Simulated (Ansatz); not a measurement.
Recipe of this trial structure of CdTe: 4-connected net, two elements alternating (P4_2/mnm, No. 136). Its size is a rough estimate.

Space group P4_2/mnm (No. 136). a = 7.756 Å, b = 7.756 Å, c = 4.655 Å, α = 90.00°, β = 90.00°, γ = 90.00°
```
atom  site  symmetry       x       y       z
  Cd    4f      m.2m  0.6805  0.6805  0.0000
  Te    4g      m.2m  0.8195  0.8195  0.5000
```

Level of theory: DFT PBE, scalar-relativistic, plane waves, PAW (Ansatz 0.2.0). Cutoff 420 eV, Gaussian smearing, Γ-centred meshes. Cell and atoms relax on a converged mesh. The steps can't lower the symmetry of their start. No spin polarisation.

A guess keeps its type if space group and coordination stay and the shape of the cell changes little (axis ratios within about 15 %, angles within 6°); the volume may change.

Task: Does this structure survive the relaxation?

Result: It keeps its type. The symmetry stays P4_2/mnm (No. 136). The volume per atom grows by 9.3 %, from 35.0 to 38.3 Å³. The shortest distance goes from 2.78 Å (Cd–Te) to 2.85 Å (Cd–Te). The ratio c/a of the conventional cell changes by a factor of 0.97. Counting neighbours within 15 % of an atom's shortest distance, the start has Cd 4, Te 4 and the end Cd 4, Te 4.

The zero of energy is the elements' standard structures at the same level; no fitted shifts are applied.

Task: At what energy does it end?

Result: −0.427 eV/atom. It lies below the elements, which doesn't yet make it stable against other compounds or structures.

The last run used a 4×4×6 mesh (in the run's order of axes) for its 8-atom cell and Gaussian smearing of 0.02 eV. These runs have no spin–orbit coupling, which can matter for Te. The reference form of Te is held partly by dispersion forces, which this level lacks. Symmetry constrained the relaxation, so the result can be a saddle point.
